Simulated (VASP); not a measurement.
**Input and output of a VASP PBE single-point calculation on BN (strained rocksalt)**

INCAR

```
NBANDS = 11
PREC = Accurate
IBRION = -1
GGA = PE
LASPH = .TRUE.
ISIF = 2
LWAVE = .FALSE.
SIGMA = 0.02
EDIFF = 1E-7
NELM = 120
LCHARG = .FALSE.
LREAL = .FALSE.
ISMEAR = -1
NSW = 0
ENCUT = 520
```

KPOINTS

```
KPOINTS created by Atomic Simulation Environment
0
Gamma
12 12 12
0 0 0
```

KPOINTS_OPT

```
special points
7
Reciprocal
0.0000000000 0.0000000000 0.0000000000 1
0.5000000000 0.0000000000 0.5000000000 1
0.6250000000 0.2500000000 0.6250000000 1
0.3750000000 0.3750000000 0.7500000000 1
0.5000000000 0.5000000000 0.5000000000 1
0.5000000000 0.2500000000 0.7500000000 1
0.0000000000 0.1666666667 -0.1666666667 1
```

POSCAR

```
B  N
 1.0000000000000000
     0.0414342689000000    1.7872602038000001    1.7872602038000001
     1.7872602038000001    0.0414342689000000    1.7872602038000001
     1.7872602038000001    1.7872602038000001    0.0414342689000000
 B   N
   1   1
Cartesian
  0.0000000000000000  0.0000000000000000  0.0000000000000000
  1.8079773382500006  1.8079773382500006  1.8079773382500006
```

VASP ran with the recommended PBE PAW datasets (8 valence electrons in the cell).

Command

```
mpirun -np 1 vasp_std
```

From OUTCAR

```
k-points           NKPTS =    189   k-points in BZ     NKDIM =    189   number of bands    NBANDS=     11

   NELECT =       8.0000    total number of electrons

   dimension x,y,z NGX =    20 NGY =   20 NGZ =   20
   dimension x,y,z NGXF=    40 NGYF=   40 NGZF=   40

  energy-cutoff  :      520.00
  volume of cell :       11.02
      direct lattice vectors                 reciprocal lattice vectors
     0.041434269  1.787260204  1.787260204    -0.289679147  0.283115643  0.283115643
     1.787260204  0.041434269  1.787260204     0.283115643 -0.289679147  0.283115643
     1.787260204  1.787260204  0.041434269     0.283115643  0.283115643 -0.289679147

 k-points in reciprocal lattice and weights: KPOINTS created by Atomic Simulation Env
   0.00000000  0.00000000  0.00000000       0.001
   0.08333333 -0.00000000 -0.00000000       0.003
   0.16666667  0.00000000  0.00000000       0.003
   0.25000000  0.00000000 -0.00000000       0.003
   0.33333333 -0.00000000 -0.00000000       0.003
   0.41666667  0.00000000 -0.00000000       0.003
   0.50000000  0.00000000 -0.00000000       0.002
   0.08333333  0.08333333 -0.00000000       0.003
   ...

 E-fermi :  10.5334

 k-point     1 :       0.0000    0.0000    0.0000
  band No.  band energies     occupation
      1     -12.1216      2.00000
      2       8.4967      2.00000
      3       9.3330      2.00000
      4       9.3330      2.00000
      5      18.3146      0.00000
      6      21.5774      0.00000
      7      21.5774      0.00000
      8      21.8164      0.00000
      9      27.4538      0.00000
     10      28.8102      0.00000
     11      28.8102      0.00000

 k-point     2 :       0.0833   -0.0000   -0.0000
  band No.  band energies     occupation
      1     -11.9277      2.00000
      2       8.2534      2.00000
      3       8.7483      2.00000
      4       9.3066      2.00000
      5      18.5374      0.00000
      6      20.9483      0.00000
      7      21.0865      0.00000
      8      21.5008      0.00000
      9      27.7377      0.00000
     10      28.2271      0.00000
     11      29.3141      0.00000

 k-point     3 :       0.1667    0.0000    0.0000
  band No.  band energies     occupation
      1     -11.3507      2.00000
      2       6.3674      2.00000
      3       8.6003      2.00000
      4       9.2525      2.00000
      5      18.5310      0.00000
      6      19.4896      0.00000
      7      19.5802      0.00000
      8      21.5226      0.00000
      9      27.4285      0.00000
     10      29.4302      0.00000
     11      30.7401      0.00000

 k-point     4 :       0.2500    0.0000   -0.0000
  band No.  band energies     occupation
      1     -10.4097      2.00000
      2       3.7991      2.00000
      3       8.6488      2.00000
      4       9.2243      2.00000
      5      17.5527      0.00000
      6      17.8449      0.00000
      7      18.1878      0.00000
      8      22.0379      0.00000
      9      27.9862      0.00000
     10      31.5828      0.00000
     11      32.9600      0.00000

 k-point     5 :       0.3333   -0.0000   -0.0000
  band No.  band energies     occupation
      1      -9.1581      2.00000
      2       1.1603      2.00000
      3       8.7842      2.00000
      4       9.2587      2.00000
      5      16.0993      0.00000
      6      16.4081      0.00000
      7      17.3817      0.00000
      8      22.5429      0.00000
      9      29.3650      0.00000
     10      34.3895      0.00000
     11      35.8538      0.00000

 k-point     6 :       0.4167    0.0000   -0.0000
  band No.  band energies     occupation
      1      -7.7754      2.00000
      2      -1.1298      2.00000
      3       8.9551      2.00000
      4       9.3354      2.00000
      5      15.0277      0.00000
      6      15.4206      0.00000
      7      16.8851      0.00000
      8      22.8377      0.00000
      9      31.1193      0.00000
     10      37.5952      0.00000
     11      38.9149      0.00000

 k-point     7 :       0.5000    0.0000   -0.0000
  band No.  band energies     occupation
      1      -6.9892      2.00000
      2      -2.2297      2.00000
      3       9.0390      2.00000
      4       9.3778      2.00000
      5      14.6311      0.00000
      6      15.0642      0.00000
      7      16.7158      0.00000
      8      22.9314      0.00000
      9      32.1565      0.00000
     10      37.5056      0.00000
     11      40.5243      0.00000

 k-point     8 :       0.0833    0.0833   -0.0000
  band No.  band energies     occupation
      1     -11.8670      2.00000
      2       8.1203      2.00000
      3       8.9188      2.00000
      4       8.9546      2.00000
      5      18.7272      0.00000
      6      19.9589      0.00000
      7      21.5822      0.00000
      8      21.7414      0.00000
      9      26.5164      0.00000
     10      29.1711      0.00000
     11      30.0274      0.00000

 k-point     9 :       0.1667    0.0833   -0.0000
  band No.  band energies     occupation
      1     -11.4209      2.00000
      2       7.1364      2.00000
      3       7.9614      2.00000
      4       9.1538      2.00000
      5      18.1771      0.00000
      6      19.2166      0.00000
      7      21.1792      0.00000
      8      21.5882      0.00000
      9      25.8769      0.00000
     10      30.4391      0.00000
     11      31.2741      0.00000

 k-point    10 :       0.2500    0.0833   -0.0000
  band No.  band energies     occupation
      1     -10.6024      2.00000
      2       4.7876      2.00000
      3       7.7206      2.00000
      4       9.2152      2.00000
      5      16.6146      0.00000
      6      18.7836      0.00000
      7      19.8823      0.00000
      8      22.0119      0.00000
      9      26.4406      0.00000
     10      31.9858      0.00000
     11      33.2712      0.00000

 k-point    11 :       0.3333    0.0833   -0.0000
  band No.  band energies     occupation
      1      -9.4492      2.00000
      2       2.1685      2.00000
      3       7.7233      2.00000
      4       9.0840      2.00000
      5      15.3851      0.00000
      6      17.9160      0.00000
      7      18.5204      0.00000
      8      22.6320      0.00000
      9      27.9081      0.00000
     10      34.0782      0.00000
     11      35.9800      0.00000

 k-point    12 :       0.4167    0.0833    0.0000
  band No.  band energies     occupation
      1      -8.0757      2.00000
      2      -0.2756      2.00000
      3       7.9567      2.00000
      4       8.7650      2.00000
      5      14.7230      0.00000
      6      16.7314      0.00000
      7      17.8005      0.00000
      8      23.0455      0.00000
      9      29.9299      0.00000
     10      36.5723      0.00000
     11      38.6757      0.00000

 k-point    13 :       0.5000    0.0833   -0.0000
  band No.  band energies     occupation
      1      -6.9397      2.00000
      2      -1.9284      2.00000
      3       8.2119      2.00000
      4       8.5099      2.00000
      5      14.6635      0.00000
      6      15.7144      0.00000
      7      17.5897      0.00000
      8      23.2167      0.00000
      9      31.7559      0.00000
     10      36.4146      0.00000
     11      40.4675      0.00000

 k-point    14 :      -0.4167    0.0833   -0.0000
  band No.  band energies     occupation
      1      -7.2063      2.00000
      2      -1.5634      2.00000
      3       7.8539      2.00000
      4       8.9885      2.00000
      5      14.9265      0.00000
      6      15.3714      0.00000
      7      17.7711      0.00000
      8      23.1656      0.00000
      9      31.2961      0.00000
     10      36.8543      0.00000
     11      38.0975      0.00000

 k-point    15 :      -0.3333    0.0833    0.0000
  band No.  band energies     occupation
      1      -8.5148      2.00000
      2       0.4483      2.00000
      3       7.5908      2.00000
      4       9.4149      2.00000
      5      15.1831      0.00000
      6      16.0925      0.00000
      7      18.3299      0.00000
      8      22.8805      0.00000
      9      29.4011      0.00000
     10      34.4798      0.00000
     11      38.4154      0.00000

 k-point    16 :      -0.2500    0.0833   -0.0000
  band No.  band energies     occupation
      1      -9.8420      2.00000
      2       2.9957      2.00000
      3       7.5393      2.00000
      4       9.5691      2.00000
      5      16.1159      0.00000
      6      17.1374      0.00000
      7      19.1964      0.00000
      8      22.3419      0.00000
      9      27.7790      0.00000
     10      31.7195      0.00000
     11      36.0583      0.00000

 ...

  Total       -0.6054930     -0.6054930     -0.6054930     -0.9740454     -0.9740454     -0.9740454
  in kB      -88.0227283    -88.0227283    -88.0227283   -141.6005452   -141.6005452   -141.6005452
  external PRESSURE =     -88.0227283 kB  Pullay stress =       0.0000000 kB

 POSITION                                       TOTAL-FORCE (eV/Angst)
 -----------------------------------------------------------------------------------
      0.00000      0.00000      0.00000         0.000000      0.000000      0.000000
      1.80798      1.80798      1.80798        -0.000000     -0.000000     -0.000000
 -----------------------------------------------------------------------------------
    total drift:                                0.000000      0.000000      0.000000

  FREE ENERGIE OF THE ION-ELECTRON SYSTEM (eV)
  ---------------------------------------------------
  free  energy   TOTEN  =       -13.9047522227 eV

  energy  without entropy=      -13.9047522227  energy(sigma->0) =      -13.90475222
```

```json
{"gap between bands v and c": "0.72 eV", "least direct gap": "5.25 eV", "pressure": "-8.8 GPa"}
```

Band v is the last that the valence electrons fill when counted band by band, and c is the next.
